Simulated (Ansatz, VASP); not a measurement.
One calculation of P, two programs

```
P
1.0
     3.25406    0.00000    0.00000
    -1.62703    2.81809    0.00000
     0.00000    0.00000   19.99049
P
2
Direct
  0.33333 0.66667 0.28740
  0.66667 0.33333 0.22511
```

Alike in both runs: task single point; functional PBE; dispersion D3(BJ); k mesh 9 × 9 × 1; occupations gaussian, width 0.05 eV; no spin polarisation.

|  | VASP | Ansatz |
| --- | --- | --- |
| version | VASP 6.6.1 | Ansatz 0.2.0 |
| potentials or method | VASP PAW PBE potentials, release 64 (P) | scalar-relativistic, plane waves, PAW |
| plane-wave cutoff (eV) | 520 | 420 |
| valence electrons in the cell | 10 | 10 |

Ansatz gave:

| Property | Result |
| --- | --- |
| gap on the k mesh at the Fermi level (eV) | 1.99 |
| least direct gap on the mesh (eV) | 2.23 |
| rms of the force components (eV/Å) | 0.000 |

Problem. Which values does VASP return?

Solution. gap on the k mesh at the Fermi level (eV): 2.00; least direct gap on the mesh (eV): 2.27; rms of the force components (eV/Å): 0.053.

Atom by atom the forces differ by 0.053 eV/Å (rms over components).
